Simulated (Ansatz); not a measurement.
HfO2 (1T monolayer), relaxed with r2SCAN in the plane-wave code Ansatz. In-plane lattice: a = 3.232 Å, b = 3.232 Å, γ = 120.0°; thickness between the outer nuclei 1.92 Å. Around Hf lie 6 O at 2.10 Å; around O lie 3 Hf at 2.10 Å.

The axes x, y and z are those of this cell:
```yaml
crystal:
  lattice:
    - [3.23213, 0.00000, 0.00000]
    - [-1.61606, 2.79910, 0.00000]
    - [0.00000, 0.00000, 29.27600]
  atoms:
    - { symbol: Hf, position: [0.00000, 0.00000, 0.30742] }
    - { symbol: O, position: [0.33333, 0.66667, 0.34020] }
    - { symbol: O, position: [0.66667, 0.33333, 0.27464] }
```
The sheet repeats along a and b alone.

Unstrained: The PBE gap is indirect, 4.933 eV (Γ–K (0.50 of the way from Γ) to M), below the direct gap of 5.148 eV at Γ–M (0.60 of the way from Γ). With r2SCAN the valence top lies at Γ–K (0.50 of the way from Γ) and the conduction bottom at M, 5.469 eV higher; the smallest vertical gap, at Γ–M (0.60 of the way from Γ), is 5.695 eV. The HSE06 gap is indirect, 6.607 eV (Γ–K (0.50 of the way from Γ) to M), below the direct gap of 6.829 eV at Γ–M (0.60 of the way from Γ). Meshes: PBE 12×12×1, r2SCAN 12×12×1, HSE06 6×6×1. Strains are changes of length per length, and xy shears are angles. After each strain the atoms were relaxed again with r2SCAN within the symmetry that the strain leaves, so tilts or polar shifts that break it weren't tested; points keep the names that they have in the unstrained zone. No spin polarisation. The prototype was imposed, so other structures may be more stable.

Problem. Estimate what in-plane biaxial +1.5 % does to the gap.

Solution. PBE: the gap goes from 4.933 to 4.874 eV (-0.059 eV); the edges go from Γ–K (0.50) → M to (1/6, 0.172, 0) → K. r2SCAN: the gap goes from 5.469 to 5.395 eV (-0.074 eV); the edges go from Γ–K (0.50) → M to (1/6, 0.172, 0) → K. HSE06: the gap goes from 6.607 to 6.580 eV (-0.027 eV); the edges go from Γ–K (0.50) → M to (1/6, 0.172, 0) → K. The r2SCAN energy rises by 8.9 meV an atom.

Problem. Apply xy shear, engineering strain (angle) -2.0 %. How far does the gap move, against the unstrained cell?

Solution. PBE: the gap goes from 4.933 to 4.912 eV (-0.021 eV); the edges go from Γ–K (0.50) → M to (0.172, 0.156, 0) → M. r2SCAN: the gap goes from 5.469 to 5.448 eV (-0.021 eV); the edges go from Γ–K (0.50) → M to (0.172, 0.156, 0) → M. The r2SCAN energy rises by 2.6 meV an atom.

Problem. Estimate what uniaxial -5.0 % along y, other directions held does to the gap.

Solution. PBE: the gap goes from 4.933 to 4.800 eV (-0.133 eV); the edges go from Γ–K (0.50) → M to (0.120, 0.193, 0) → M. r2SCAN: the gap goes from 5.469 to 5.333 eV (-0.136 eV); the edges go from Γ–K (0.50) → M to (0.120, 0.193, 0) → M. HSE06: the gap goes from 6.607 to 6.459 eV (-0.148 eV); the edges go from Γ–K (0.50) → M to (0.120, 0.193, 0) → M. The r2SCAN energy rises by 44.0 meV an atom.

Problem. Estimate what in-plane biaxial +0.5 % does to the gap.

Solution. PBE: the gap goes from 4.933 to 4.933 eV (0.000 eV). r2SCAN: the gap goes from 5.469 to 5.467 eV (-0.002 eV). HSE06: the gap goes from 6.607 to 6.607 eV (0.000 eV). The r2SCAN energy rises by 1.0 meV an atom.

No spin-orbit coupling is included; it can move band edges with weight on the heavy atoms by tenths of an eV.

Where an edge lies off the special points, it is a point of the mesh or the k point where a search put PBE's edge or least direct gap, reused for the other functionals, whose own edges may lie a little apart.

Coordinates of k points refer to the reciprocal vectors of the primitive cell of the runs.

The meshes of the hybrids are coarse, so their gaps aren't converged to the digits shown.

For some runs the program warns that the potential is rough where the density is thin, which bears on empty states near the vacuum.
